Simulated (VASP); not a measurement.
A run of VASP 6.6.1 is set up as follows.

The input INCAR:

```
SYSTEM = AlN
PREC = Accurate
ENCUT = 520
EDIFF = 1E-7
ISMEAR = -1
SIGMA = 0.2
LREAL = .FALSE.
LASPH = .TRUE.
NELM = 100
ALGO = Normal
ISIF = 2
LWAVE = .FALSE.
LCHARG = .FALSE.
NBANDS = 16
```

KPOINTS

```
Automatic mesh
0
G
  12 12 6
  0 0 0
```

Contents of POSCAR:

```
AlN
1.0
    3.4964919247      0.0000000000      0.0000000000
   -1.7482459623      3.0280508309      0.0000000000
    0.0000000000      0.0000000000      3.7575719424
Al N
2 2
Direct
    0.3333333333      0.6666666667      0.7500000000
    0.6666666667      0.3333333333      0.2500000000
    0.3333333333      0.6666666667      0.2500000000
    0.6666666667      0.3333333333      0.7500000000
```

Potentials or basis: VASP PAW LDA potentials, release 64 (Al, N).

Run with:

```bash
$ cat potpaw_LDA.64/Al/POTCAR potpaw_LDA.64/N/POTCAR > POTCAR
$ mpirun -np 1 vasp_std > vasp.out
```

Task: What does it give for the pressure?

Result: -2.5 GPa.

Task: Predict the band gap on the k mesh.

Result: 3.58 eV, indirect (least direct gap 3.77 eV).

Stress tensor (GPa, compression positive):
```
-14.69   0.00   0.00
  0.00 -14.69   0.00
  0.00   0.00  21.76
```

A k mesh can miss the band edges. LDA gaps usually lie below the measured ones, often by a third to a half.
